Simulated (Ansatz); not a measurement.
Crystal: WS2.

```
CELL_PARAMETERS angstrom
1.57900 0.91164 6.16333
-1.57900 0.91164 6.16333
0.00000 -1.82327 6.16333
ATOMIC_POSITIONS crystal
W 0.00000 0.00000 0.00000
S 0.58100 0.58100 0.58100
S 0.75030 0.75030 0.75030
```

Measurements of this composition are mostly on another form, of space group No. 194.

Base run:

```yaml
Program: Ansatz 0.2.0
Functional: HSE06
Potentials_or_basis: Ansatz PAW
Cutoff: 420 eV
Density_cutoff: 1680 eV
k_mesh: 6 × 6 × 6
Occupations: fermi-dirac, width 0.05 eV
Spin: no spin polarisation
```

Its results: band gap on the k mesh 1.54 eV, indirect (least direct gap 2.40 eV); largest force 0.651 eV/Å.

Q: The run is repeated on the same cell with these changes: k mesh from 6 × 6 × 6 to 8 × 8 × 8. What comes out?

A: Band gap on the k mesh 1.70 eV, indirect (least direct gap 2.86 eV); largest force 0.653 eV/Å.

Caveats: spin-orbit coupling is left out, which moves the levels of the heavy elements; the PAW data sets come from PBE, with cores solved anew for the run's functional, which leaves a small shift of forces and pressure; the k mesh misses the band edges, so the gap on the mesh is wider than the one along the path (some runs).

Not every run made on this cell is shown here.
